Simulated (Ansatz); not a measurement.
**SiS2: short molecular dynamics of a 6-atom cell**

Aim: follow the atoms of SiS2 (Ibam) in time, from their lattice sites. Runs: PBEsol, 40 steps of 3 fs under a Langevin thermostat at 800 K; PBEsol, 30 steps of 3 fs under a Langevin thermostat at 200 K. The cell is a 1×1×1 supercell of the structure relaxed with r2SCAN+rVV10.

Program: Ansatz 0.2.0. Level of theory: DFT, plane waves, PAW, no spin polarisation. These are calculated values, not measurements.

### 1 The starting structure

The cell holds 6 atoms (S4Si2): a = 6.194 Å, b = 6.194 Å, c = 6.194 Å, α = 127.42°, β = 77.87°, γ = 127.04°.

Coordinates:

```
CELL_PARAMETERS angstrom
-2.74339 4.81807 2.76165
2.74339 -4.81807 2.76165
2.74339 4.81807 -2.76165
ATOMIC_POSITIONS crystal
Si 0.75000 0.75000 0.00000
Si 0.25000 0.25000 0.00000
S 0.11778 0.21222 0.32999
S 0.88222 0.78778 0.67001
S 0.61778 0.28778 0.90556
S 0.38222 0.71222 0.09444
```

### 2 Run 1: PBEsol

input.yaml

```yaml
crystal:
  lattice:
    - [-2.7433908183, 4.8180676674, 2.7616510829]
    - [2.7433908183, -4.8180676674, 2.7616510829]
    - [2.7433908183, 4.8180676674, -2.7616510829]
  atoms:
    - { symbol: Si, position: [0.75, 0.75, 0.0] }
    - { symbol: Si, position: [0.25, 0.25, 0.0] }
    - { symbol: S, position: [0.1177775564, 0.2122162985, 0.3299938549] }
    - { symbol: S, position: [0.8822224436, 0.7877837015, 0.6700061451] }
    - { symbol: S, position: [0.6177775564, 0.2877837015, 0.9055612579] }
    - { symbol: S, position: [0.3822224436, 0.7122162985, 0.0944387421] }
kpoints:
  mp_grid: { grid: [4, 4, 4] }
hamiltonian:
  xc: pbesol
scf:
  occupations: { method: fermi_dirac, width: 0.069 }
md:
  ensemble: nvt_langevin
  temperature: 800
  timestep: 3.0
  n_steps: 40
  initial_velocities: maxwell_boltzmann
  seed: 2252
```

Launch:

```bash
$ ansatz run input.yaml --threads 4 --pin off --max-ram 5529MiB --backend cpu --events-out ev --progress --plain --runs-dir out
```

Log, cut to the lines that bear on the results:

```text
Warning: md: disabling space-group detection — thermal motion breaks the input geometry's symmetry, so no spatial operation reduces the k-mesh or symmetrises the density; time reversal is kept, so that k and −k are solved as one point where they differ and the mesh holds both, and exact [...]
Warning: RAYON_NUM_THREADS=4 ignored (pool sized by the plan → 4); use --threads N
[...]
Pseudopotentials: kind: paw
Pseudopotential: Si, paw, valence charge 4, recommended cutoff 420 eV (normal), Si.paw.azcp
Pseudopotential: S, paw, valence charge 6, recommended cutoff 420 eV (normal), S.paw.azcp
Functional definition: PBEsol
[...]
Crystal: 6 atoms, lattice volume = 146.012 Å³
Basis set: ecut = 420 eV, 2861 PW (Γ), exchange–correlation on 90×90×90 points (8 copies of the dense FFT grid, shifted against one another)
Bands: 22, of which v1, the nominal top of the filled ones, is band 16 counted from 1 (15 counted from 0)
Symmetry: 1 space group operations
k-points: 36 of 64 (time reversal used)
[...]
SCF iter   1: F=—  HF=-4786.528597 eV  |F-HF|=—  |Δ(HF+E_count)|=         —  Δρ=3.09e-3  dr2=1.99e-2  ethr=1.77e-3  ⟨swp⟩=7.2  Hψ=4813  notcnv=0
[...]
md step     0: t =     0.00 fs  T =   666.7 K  F+E_penalty+E_count = -4786.52476108 eV  E_kin = 0.517040 eV  (7 SCF iters)
[...]
md step    10: t =    30.00 fs  T =   507.3 K  F+E_penalty+E_count = -4786.22252072 eV  E_kin = 0.393448 eV  (7 SCF iters)
[...]
md step    20: t =    60.00 fs  T =   812.4 K  F+E_penalty+E_count = -4786.09195709 eV  E_kin = 0.630071 eV  (7 SCF iters)
[...]
md step    30: t =    90.00 fs  T =  1040.5 K  F+E_penalty+E_count = -4786.04541010 eV  E_kin = 0.806981 eV  (8 SCF iters)
[...]
md step    39: t =   117.00 fs  T =   839.8 K  F+E_penalty+E_count = -4786.09553917 eV  E_kin = 0.651300 eV  (6 SCF iters)
[...]
md step    40: t =   120.00 fs  T =   740.3 K  F+E_penalty+E_count = -4786.06979681 eV  E_kin = 0.574156 eV  (7 SCF iters)
SCF converged after 7 iterations
Free energy (F): -4786.069797 eV
[...]
E sigma→0 (E₀):  -4786.069797 eV
Fermi energy:    4.341667 eV
[...]
--- Forces (eV/Å), atoms counted from 1 ---
  atom   1  Si    -1.17584195    -1.32994024    -1.28646595
  atom   2  Si    -0.41035605     0.70281832    -0.68189145
  atom   3  S      0.65535048    -0.12771180     0.21637190
  atom   4  S      0.51037875    -0.01970599    -0.64783867
  atom   5  S     -0.05539089     0.72314518     1.19289143
  atom   6  S      0.47587730     0.05139633     1.20693150
[...]
--- MD trajectory: 40 steps, t = 0.0 → 120.0 fs ---
  final state: T = 740.3 K   F+E_penalty+E_count = -4786.06979681 eV   E_kin = 0.574156 eV
```

Run time: 23 s. Hardware: 4 threads of AMD EPYC 9R45 (Zen 5), shared host; peak memory 0.56 GiB.

### 3 What the atoms did

One step in 2; energies are changes from step 0; msd is the mean square displacement from the start, the centre of mass held:

```csv
time (fs),T (K),potential energy change (meV/atom),msd S (Å²),msd Si (Å²)
0.0,667,0.0,0.000,0.000
6.0,517,15.2,0.001,0.002
12.0,301,40.6,0.004,0.006
18.0,349,45.1,0.008,0.008
24.0,331,44.7,0.011,0.010
30.0,507,50.4,0.013,0.011
36.0,491,56.0,0.016,0.012
42.0,586,59.5,0.019,0.014
48.0,751,64.7,0.023,0.016
54.0,692,72.0,0.028,0.017
60.0,812,72.1,0.033,0.018
66.0,868,77.5,0.040,0.021
72.0,873,92.7,0.046,0.026
78.0,797,94.0,0.049,0.033
84.0,976,83.1,0.050,0.039
90.0,1041,79.9,0.050,0.044
96.0,978,85.8,0.047,0.046
102.0,932,82.9,0.042,0.046
108.0,898,70.5,0.041,0.042
114.0,923,67.7,0.044,0.035
120.0,740,75.8,0.052,0.027
```

time (fs), T (K) and a bar:
```
      0.0        667 #############
      6.0        517 ########
      9.0        353 ##
     15.0        289 
     21.0        348 ##
     27.0        485 #######
     30.0        507 #######
     36.0        491 #######
     42.0        586 ##########
     48.0        751 ################
     51.0        654 ############
     57.0        791 #################
     63.0        901 #####################
     69.0        864 ####################
     72.0        873 ####################
     78.0        797 #################
     84.0        976 #######################
     90.0       1041 ##########################
     93.0        992 ########################
     99.0       1170 ##############################
    105.0        946 ######################
    111.0        889 ####################
    114.0        923 ######################
    120.0        740 ###############
```

### 4 Frames from the trajectory

Positions (Å) and forces (eV/Å):

```xyz
6
Lattice="-2.743 4.818 2.762 2.743 -4.818 2.762 2.743 4.818 -2.762" Properties=species:S:1:pos:R:3:forces:R:3 pbc="T T T" time_fs=15.0 T=289 dE=0.2744
Si    0.054    0.062    4.104   -1.021   -0.884    0.183
Si    0.010   -0.006    1.297   -1.170   -0.320    2.105
S     1.182    1.086    0.039    1.126    1.256   -0.690
S     1.643    3.593    2.790    0.094    0.476   -0.883
S     1.540    5.994    0.054    0.667   -0.444   -0.725
S     1.140   -1.123    2.737    0.305   -0.084    0.009
6
Lattice="-2.743 4.818 2.762 2.743 -4.818 2.762 2.743 4.818 -2.762" Properties=species:S:1:pos:R:3:forces:R:3 pbc="T T T" time_fs=30.0 T=507 dE=0.3022
Si    0.025    0.069    4.119    0.916   -1.108    0.943
Si   -0.036   -0.062    1.338    0.712    0.799    0.887
S     1.301    1.099    0.047   -1.184   -0.534   -0.140
S     1.697    3.516    2.774   -0.090    0.657   -0.755
S     1.579    6.002    0.098   -0.074   -0.092   -1.255
S     1.173   -1.140    2.739   -0.279    0.277    0.320
6
Lattice="-2.743 4.818 2.762 2.743 -4.818 2.762 2.743 4.818 -2.762" Properties=species:S:1:pos:R:3:forces:R:3 pbc="T T T" time_fs=45.0 T=627 dE=0.3724
Si    0.018    0.001    4.205    1.644   -0.278    0.142
Si   -0.076   -0.105    1.449    0.987    0.547   -1.037
S     1.323    1.064    0.070   -1.685   -0.819    0.081
S     1.758    3.441    2.692   -0.309    0.575    0.794
S     1.628    5.956    0.101   -0.606    0.221   -0.653
S     1.208   -1.115    2.746   -0.030   -0.246    0.673
6
Lattice="-2.743 4.818 2.762 2.743 -4.818 2.762 2.743 4.818 -2.762" Properties=species:S:1:pos:R:3:forces:R:3 pbc="T T T" time_fs=60.0 T=812 dE=0.4328
Si    0.126   -0.087    4.272    0.258    0.717   -1.296
Si   -0.063   -0.141    1.517    0.316   -0.145   -1.453
S     1.236    0.990    0.164   -0.242    0.169    0.030
S     1.797    3.384    2.607   -0.617    0.109    2.053
S     1.646    5.923    0.090   -0.020   -0.332    0.404
S     1.261   -1.138    2.791    0.305   -0.517    0.262
6
Lattice="-2.743 4.818 2.762 2.743 -4.818 2.762 2.743 4.818 -2.762" Properties=species:S:1:pos:R:3:forces:R:3 pbc="T T T" time_fs=75.0 T=825 dE=0.5745
Si    0.278   -0.144    4.261   -1.118    0.434   -1.263
Si   -0.049   -0.208    1.425   -0.593   -1.031    1.643
S     1.160    0.961    0.277    1.343    1.389   -1.096
S     1.828    3.335    2.599   -0.203    0.372    1.587
S     1.675    5.858    0.151    0.764   -1.028   -0.123
S     1.373   -1.200    2.833   -0.192   -0.137   -0.748
6
Lattice="-2.743 4.818 2.762 2.743 -4.818 2.762 2.743 4.818 -2.762" Properties=species:S:1:pos:R:3:forces:R:3 pbc="T T T" time_fs=90.0 T=1041 dE=0.4794
Si    0.309   -0.158    4.174    0.281    0.338    1.061
Si   -0.015   -0.380    1.418    1.131    1.117    1.249
S     1.159    1.027    0.294   -0.125   -0.584   -1.052
S     1.869    3.344    2.637   -0.547   -0.600    0.497
S     1.723    5.695    0.190   -0.241   -0.206   -1.083
S     1.472   -1.274    2.838   -0.499   -0.065   -0.671
6
Lattice="-2.743 4.818 2.762 2.743 -4.818 2.762 2.743 4.818 -2.762" Properties=species:S:1:pos:R:3:forces:R:3 pbc="T T T" time_fs=105.0 T=946 dE=0.4620
Si    0.333   -0.122    4.182    0.473   -0.838    1.426
Si    0.138   -0.482    1.459    0.779    2.052    0.360
S     1.190    1.097    0.224   -0.301   -1.304   -0.390
S     1.863    3.359    2.752   -0.144   -0.462   -0.730
S     1.747    5.538    0.124   -0.745    0.496   -1.051
S     1.490   -1.366    2.825   -0.063    0.056    0.385
6
Lattice="-2.743 4.818 2.762 2.743 -4.818 2.762 2.743 4.818 -2.762" Properties=species:S:1:pos:R:3:forces:R:3 pbc="T T T" time_fs=120.0 T=740 dE=0.4550
Si    0.352   -0.148    4.272   -1.176   -1.330   -1.286
Si    0.296   -0.409    1.480   -0.410    0.703   -0.682
S     1.209    1.094    0.160    0.655   -0.128    0.216
S     1.877    3.385    2.820    0.510   -0.020   -0.648
S     1.723    5.404   -0.020   -0.055    0.723    1.193
S     1.497   -1.417    2.807    0.476    0.051    1.207
```

### 5 Run 2: PBEsol

Changes to input.yaml since step 2:

```diff
@@ -17,9 +17,9 @@
 scf:
-  occupations: { method: fermi_dirac, width: 0.069 }
+  occupations: { method: fermi_dirac, width: 0.02 }
 md:
   ensemble: nvt_langevin
-  temperature: 800
+  temperature: 200
   timestep: 3.0
-  n_steps: 40
+  n_steps: 30
   initial_velocities: maxwell_boltzmann
-  seed: 2252
+  seed: 2978
```

Launch:

```bash
$ ansatz run input.yaml --threads 4 --pin off --max-ram 5529MiB --backend cpu --events-out ev --progress --plain --runs-dir out
```

Log, cut to the lines that bear on the results:

```text
Warning: md: disabling space-group detection — thermal motion breaks the input geometry's symmetry, so no spatial operation reduces the k-mesh or symmetrises the density; time reversal is kept, so that k and −k are solved as one point where they differ and the mesh holds both, and exact [...]
Warning: RAYON_NUM_THREADS=4 ignored (pool sized by the plan → 4); use --threads N
[...]
[... 4 set-up lines as earlier in the session ...]
[...]
Crystal: 6 atoms, lattice volume = 146.012 Å³
Basis set: ecut = 420 eV, 2861 PW (Γ), exchange–correlation on 90×90×90 points (8 copies of the dense FFT grid, shifted against one another)
Bands: 22, of which v1, the nominal top of the filled ones, is band 16 counted from 1 (15 counted from 0)
[... 1 set-up line as earlier in the session ...]
k-points: 36 of 64 (time reversal used)
[...]
md step    21: t =    63.00 fs  T =   122.1 K  F+E_penalty+E_count = -4786.40361676 eV  E_kin = 0.094702 eV  (5 SCF iters)
[...]
md step    28: t =    84.00 fs  T =   202.0 K  F+E_penalty+E_count = -4786.45714420 eV  E_kin = 0.156692 eV  (5 SCF iters)
md step    29: t =    87.00 fs  T =   205.3 K  F+E_penalty+E_count = -4786.44085941 eV  E_kin = 0.159188 eV  (5 SCF iters)
[...]
md step    30: t =    90.00 fs  T =   172.7 K  F+E_penalty+E_count = -4786.42104350 eV  E_kin = 0.133921 eV  (6 SCF iters)
SCF converged after 6 iterations
Free energy (F): -4786.421043 eV
[...]
E sigma→0 (E₀):  -4786.421043 eV
Fermi energy:    4.356398 eV
[...]
--- Forces (eV/Å), atoms counted from 1 ---
  atom   1  Si    -0.37636700    -0.58657118     0.27107784
  atom   2  Si    -0.81481856    -0.02905434    -0.66168060
  atom   3  S      0.63254445     0.39559049    -0.14307421
  atom   4  S      0.35782026    -0.02377930    -0.18532487
  atom   5  S      0.34956299    -0.04660168    -0.08338274
  atom   6  S     -0.14873535     0.29043624     0.80240483
[...]
--- MD trajectory: 30 steps, t = 0.0 → 90.0 fs ---
  final state: T = 172.7 K   F+E_penalty+E_count = -4786.42104350 eV   E_kin = 0.133921 eV
```

Wall time 16 s (4 threads of AMD EPYC 9R45 (Zen 5), shared host); peak memory 0.56 GiB.

### 6 The trajectory

One step in 2; energies are changes from step 0; msd is the mean square displacement from the start, the centre of mass held:

```csv
time (fs),T (K),potential energy change (meV/atom),msd Si (Å²),msd S (Å²)
0.0,167,0.0,0.000,0.000
6.0,147,3.5,0.000,0.000
12.0,76,11.2,0.001,0.002
18.0,82,15.3,0.003,0.003
24.0,114,14.7,0.004,0.004
30.0,139,15.4,0.005,0.004
36.0,105,18.2,0.007,0.005
42.0,91,18.4,0.008,0.005
48.0,88,16.9,0.009,0.005
54.0,109,16.7,0.009,0.005
60.0,109,19.3,0.008,0.005
66.0,125,19.7,0.007,0.004
72.0,170,15.7,0.005,0.004
78.0,223,11.2,0.003,0.004
84.0,202,11.3,0.002,0.005
90.0,173,17.3,0.003,0.006
```

time (fs), T (K) and a bar:
```
      0.0        167 #################
      3.0        157 ###############
      9.0        128 ##########
     12.0         76 
     15.0         90 ###
     21.0        126 #########
     24.0        114 #######
     27.0        129 ##########
     30.0        139 ###########
     36.0        105 #####
     39.0         83 #
     42.0         91 ###
     48.0         88 ##
     51.0        100 ####
     54.0        109 ######
     60.0        109 ######
     63.0        122 ########
     66.0        125 #########
     69.0        142 ############
     75.0        158 ###############
     78.0        223 ###########################
     81.0        241 ##############################
     87.0        205 ########################
     90.0        173 ##################
```

### 7 Snapshots as a file

Extended XYZ, with forces in eV/Å:

```xyz
6
Lattice="-2.743 4.818 2.762 2.743 -4.818 2.762 2.743 4.818 -2.762" Properties=species:S:1:pos:R:3:forces:R:3 pbc="T T T" time_fs=12.0 T=76 dE=0.0673
Si   -0.008    0.040    4.159    1.073   -0.450   -0.278
Si   -0.024   -0.017    1.373    0.478    0.215    0.188
S     1.181    1.165    0.013   -0.333   -0.238    0.107
S     1.595    3.687    2.718   -0.396   -0.322    0.369
S     1.583    5.931    0.042   -0.522    0.521   -0.692
S     1.172   -1.141    2.738   -0.300    0.273    0.306
6
Lattice="-2.743 4.818 2.762 2.743 -4.818 2.762 2.743 4.818 -2.762" Properties=species:S:1:pos:R:3:forces:R:3 pbc="T T T" time_fs=24.0 T=114 dE=0.0884
Si    0.028    0.073    4.173    0.507   -0.748   -0.371
Si   -0.025   -0.018    1.380    0.018    0.123   -0.127
S     1.201    1.175    0.025   -0.315   -0.209    0.267
S     1.578    3.679    2.680    0.177    0.226    0.668
S     1.573    5.931    0.055   -0.357    0.477   -0.762
S     1.158   -1.131    2.741   -0.030    0.131    0.326
6
Lattice="-2.743 4.818 2.762 2.743 -4.818 2.762 2.743 4.818 -2.762" Properties=species:S:1:pos:R:3:forces:R:3 pbc="T T T" time_fs=33.0 T=129 dE=0.1017
Si    0.076    0.089    4.165   -0.507   -0.752   -0.211
Si   -0.031   -0.002    1.394   -0.286   -0.190   -0.493
S     1.207    1.174    0.042   -0.144   -0.029    0.290
S     1.573    3.666    2.661    0.688    0.737    0.720
S     1.551    5.941    0.041    0.057    0.221   -0.344
S     1.156   -1.119    2.757    0.191    0.014    0.038
6
Lattice="-2.743 4.818 2.762 2.743 -4.818 2.762 2.743 4.818 -2.762" Properties=species:S:1:pos:R:3:forces:R:3 pbc="T T T" time_fs=45.0 T=81 dE=0.1059
Si    0.111    0.078    4.150   -1.060   -0.130    0.118
Si   -0.049    0.008    1.386   -0.019   -0.385   -0.274
S     1.214    1.163    0.067   -0.069    0.043    0.034
S     1.585    3.685    2.661    0.546    0.574    0.604
S     1.542    5.947    0.011    0.264    0.073    0.154
S     1.159   -1.112    2.789    0.339   -0.175   -0.635
6
Lattice="-2.743 4.818 2.762 2.743 -4.818 2.762 2.743 4.818 -2.762" Properties=species:S:1:pos:R:3:forces:R:3 pbc="T T T" time_fs=57.0 T=81 dE=0.1075
Si    0.097    0.054    4.141   -0.385    0.488    0.160
Si   -0.072   -0.008    1.367    0.922    0.112    0.431
S     1.212    1.184    0.080   -0.472   -0.417   -0.227
S     1.603    3.714    2.686   -0.214   -0.217    0.172
S     1.544    5.948   -0.003    0.255   -0.071    0.298
S     1.185   -1.131    2.806   -0.105    0.105   -0.833
6
Lattice="-2.743 4.818 2.762 2.743 -4.818 2.762 2.743 4.818 -2.762" Properties=species:S:1:pos:R:3:forces:R:3 pbc="T T T" time_fs=66.0 T=125 dE=0.1183
Si    0.089    0.033    4.132   -0.146    0.538    0.140
Si   -0.066   -0.006    1.366    1.239    0.268    0.632
S     1.191    1.199    0.074   -0.430   -0.490   -0.321
S     1.610    3.727    2.720   -0.513   -0.573   -0.266
S     1.549    5.945   -0.012    0.236   -0.107    0.449
S     1.204   -1.152    2.793   -0.387    0.364   -0.633
6
Lattice="-2.743 4.818 2.762 2.743 -4.818 2.762 2.743 4.818 -2.762" Properties=species:S:1:pos:R:3:forces:R:3 pbc="T T T" time_fs=78.0 T=223 dE=0.0675
Si    0.086    0.024    4.118   -0.317   -0.020    0.344
Si   -0.010    0.004    1.380    0.436   -0.060    0.417
S     1.147    1.196    0.061    0.216    0.024   -0.468
S     1.602    3.735    2.764   -0.180   -0.382   -0.525
S     1.560    5.931   -0.003    0.251   -0.053    0.302
S     1.225   -1.164    2.753   -0.406    0.490   -0.070
6
Lattice="-2.743 4.818 2.762 2.743 -4.818 2.762 2.743 4.818 -2.762" Properties=species:S:1:pos:R:3:forces:R:3 pbc="T T T" time_fs=90.0 T=173 dE=0.1037
Si    0.058    0.018    4.123   -0.376   -0.587    0.271
Si    0.056    0.001    1.420   -0.815   -0.029   -0.662
S     1.113    1.187    0.018    0.633    0.396   -0.143
S     1.579    3.735    2.774    0.358   -0.024   -0.185
S     1.549    5.911    0.015    0.350   -0.047   -0.083
S     1.242   -1.162    2.700   -0.149    0.290    0.802
```

### 8 Results

| quantity | value |
| --- | --- |
| run 1: length | 40 steps of 3 fs |
| run 1: temperature, first and last step | 667 and 740 K |
| run 1: temperature, second half | mean 913 K, from 740 to 1170 K |
| run 1: potential energy, second half | +80 meV/atom from this run's first step |
| run 1: mean square displacement, second half | S 0.045, Si 0.035 Å² |
| run 2: length | 30 steps of 3 fs |
| run 2: temperature, first and last step | 167 and 173 K |
| run 2: temperature, second half | mean 146 K, from 81 to 241 K |
| run 2: potential energy, second half | +16 meV/atom from this run's first step |
| run 2: mean square displacement, second half | Si 0.006, S 0.004 Å² |

What this shows: Run 1: Against a set 800 K the second half averages 913 K with a spread of 94 K (in equilibrium 6 atoms would scatter by about 267 K, over a far longer run). The farthest move is 0.33 Å, against a mean nearest distance of 2.1 Å at the start: no atom has changed site so far. Run 2: Against a set 200 K the second half averages 146 K, going from 81 to 173 K over that half. The farthest move is 0.12 Å, against a mean nearest distance of 2.1 Å at the start: no atom has changed site so far. 120 fs on 6 atoms is far too short and small for converged averages.
